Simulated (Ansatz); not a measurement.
InP under changes of volume

One of the cells (21.227 Å³/atom); the others are scaled copies at fixed shape and fractional positions:

```
In P
1.0
     0.00000    2.76883    2.76883
     2.76883    0.00000    2.76883
     2.76883    2.76883    0.00000
In P
1 1
Direct
  0.00000 0.00000 0.00000
  0.50000 0.50000 0.50000
```

Measurements of this composition are mostly on another form, of space group No. 216.

```yaml
Program: Ansatz 0.2.0
Functional: LDA
Potentials_or_basis: Ansatz PAW
Cutoff: "420 eV (not typed: the program's choice for these potentials)"
k_mesh: 8 × 8 × 8
Occupations: fermi-dirac, width 0.05 eV
Spin: no spin polarisation
```

```csv
volume (Å³/atom),energy over the lowest point (meV/atom),pressure (GPa)
19.953,0.00,-0.5
20.378,3.69,-2.2
20.803,11.72,-3.8
21.227,23.55,-5.1
21.652,38.77,-6.3
22.076,?,?
22.501,77.40,-8.2
```

Q: What does the run at 22.076 Å³/atom give?

A: Energy over the lowest point 56.87 meV/atom; pressure -7.3 GPa.

Worked out: A Birch-Murnaghan fit of order 3 (a polynomial in V^(-2/3)) to the other rows has its minimum at 19.85 Å³/atom, just outside them, with B0 = V·E''(V) = 91 GPa and B' = 5.3. It gives 56.80 meV/atom at 22.076 Å³/atom, against the run's 56.87, and -dE/dV = -7.3 GPa, against -7.3.

Energies are extrapolated to zero smearing.

Caveats: the PAW data sets come from PBE, with cores solved anew for the run's functional, which leaves a small shift of forces and pressure.
